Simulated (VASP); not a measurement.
Cr, 1 atom in the cell. The structure is cubic, space group Im-3m (No. 229). The conventional cell has a = 2.884 Å, b = 2.884 Å, c = 2.884 Å, α = 90.00°, β = 90.00°, γ = 90.00°. Around Cr (site symmetry m-3m) lie 8 Cr at 2.50 Å. 

* Program: VASP 6.6.1
* Task: relaxation of cell and atoms
* Functional: PBE
* Potentials or basis: VASP PAW PBE potentials, release 64 (Cr_pv)
* Cutoff: 600 eV
* k mesh: 18 × 18 × 18
* Occupations: methfessel-paxton, width 0.1 eV
* Spin: collinear spin, ferromagnetic start
* Starting moments: [3.0] μB
* Further INCAR settings: ALGO = Normal; EDIFF = 1e-06; AMIX = 0.2; BMIX = 0.0001; IBRION = 2; EDIFFG = -0.01; NSW = 90; ISIF = 3

Potentials or basis: VASP PAW PBE potentials, release 64 (Cr_pv).

Launch:

```console
$ cat potpaw_PBE.64/Cr_pv/POTCAR > POTCAR
$ mpirun -np 1 vasp_std > vasp.out
```

Hardware: 1 thread of Intel(R) Xeon(R) Platinum 8375C CPU @ 2.90GHz (Ice Lake), with other jobs on the host.

How long does it take, and how much memory?

Wall time 2.4 min on 1 thread of Intel(R) Xeon(R) Platinum 8375C CPU @ 2.90GHz (Ice Lake) (shared host), peak memory 0.18 GiB. Counts: scf iterations 36, k points 195, ion steps 4.
